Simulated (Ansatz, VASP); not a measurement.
## One calculation of Al, two programs

INCAR

```
PREC = Accurate
ENCUT = 520
EDIFF = 1E-6
ISMEAR = -5
SIGMA = 0.1
LREAL = False
LASPH = True
NELM = 80
ALGO = Normal
ISIF = 2
LWAVE = False
LCHARG = False
GGA = CA
NBANDS = 10
```

The input KPOINTS:

```
regular mesh
0
Gamma
  12 12 12
```

POSCAR

```
Al
1.0
    0.0000000000      2.9762587008      2.9762587008
    2.9762587008      0.0000000000      2.9762587008
    2.9762587008      2.9762587008      0.0000000000
Al
2
Direct
   -0.1250000000     -0.1250000000     -0.1250000000
    0.1250000000      0.1250000000      0.1250000000
```

Input for Ansatz:

```yaml
crystal:
  lattice:
    - [0.0, 2.9762587008, 2.9762587008]
    - [2.9762587008, 0.0, 2.9762587008]
    - [2.9762587008, 2.9762587008, 0.0]
  atoms:
    - { symbol: Al, position: [-0.125, -0.125, -0.125] }
    - { symbol: Al, position: [0.125, 0.125, 0.125] }
kpoints:
  mp_grid: { grid: [12, 12, 12] }
  band_path:
    path:
      - [0.0, 0.0, 0.0]
      - [0.5, 0.0, 0.5]
      - [0.625, 0.25, 0.625]
      - [0.375, 0.375, 0.75]
      - [0.0, 0.0, 0.0]
      - [0.5, 0.5, 0.5]
      - [0.5, 0.25, 0.75]
      - [0.5, 0.0, 0.5]
    npoints: 14
scf:
  occupations: { method: tetrahedron }
  mixing: { preconditioner: kerker_dos }
hamiltonian:
  xc: lda
  pseudopotentials: { kind: all_electron, lapw: { basis_error: 0.001 } }
output:
  forces: true
  stress: true
  eigenvalues: true
  populations: true
```

This isn't the form of Al at room conditions, which is fcc.

Alike in both runs: task single point; functional LDA; k mesh 12 × 12 × 12; occupations tetrahedron; no spin polarisation.

|  | VASP | Ansatz |
| --- | --- | --- |
| version | VASP 6.6.1 | Ansatz 0.2.0 |
| potentials or method | VASP PAW LDA potentials, release 64 (Al) | all-electron LAPW, scalar-relativistic |
| plane-wave cutoff (eV) | 520 | see its input |

Ansatz gave:

* gap on the k mesh at the Fermi level (eV): none
* pressure (GPa): -0.1

Which values does VASP return?

gap on the k mesh at the Fermi level (eV): none; pressure (GPa): 0.0.

A gap of «none» marks a metal or a gap that the smearing closes. Ansatz ran all-electron here, so the differences hold the error of VASP's frozen core and of both bases. Ansatz warned: «band_table_not_solved_further».

Caveats: tetrahedron occupations give inexact forces and stress in metals.
